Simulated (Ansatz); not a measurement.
AlN: single point with PBE

AlN:

```
Al N
1.0
     3.31212    0.00000    0.00000
    -1.65606    2.86838    0.00000
     0.00000    0.00000    4.18756
Al N
2 2
Direct
  0.66667 0.33333 0.25000
  0.33333 0.66667 0.75000
  0.66667 0.33333 0.75000
  0.33333 0.66667 0.25000
```

Measurements of this composition are mostly on another form, of space group No. 186.

| Item | Value |
| --- | --- |
| Program | Ansatz 0.2.0 |
| Task | single point |
| Functional | PBE |
| Potentials or basis | all-electron LAPW, scalar-relativistic |
| Cutoff | 369 eV (chosen from the basis error) |
| Basis error allowed | 0.001 eV/atom |
| k mesh | 9 × 9 × 7 |
| Occupations | fermi-dirac, width 0.05 eV |
| Spin | no spin polarisation |

```yaml
Pressure: 0.3 GPa
Band_gap_on_the_k_mesh: 3.27 eV, direct
Loewdin_charges: Al +1.08; N -1.00 e
```

Stress tensor (GPa, compression positive):
```
0.29 0.00 0.00
0.00 0.29 0.00
0.00 0.00 0.19
```

Levels at points of the mesh, in eV from the valence-band top:
```csv
k point,band 15,band 16,band 17,band 18,band 19,band 20,band 21,band 22
"(0.00, 0.00, 0.00)",-3.26,-1.61,-1.61,0.00,3.27,4.41,8.24,8.24
```

Run time: 9.9 s on 2 threads of Arm Neoverse V1 (shared host), peak memory 0.37 GiB.

Caveat: an odd mesh through Γ misses points on the zone boundary, where band edges often lie.
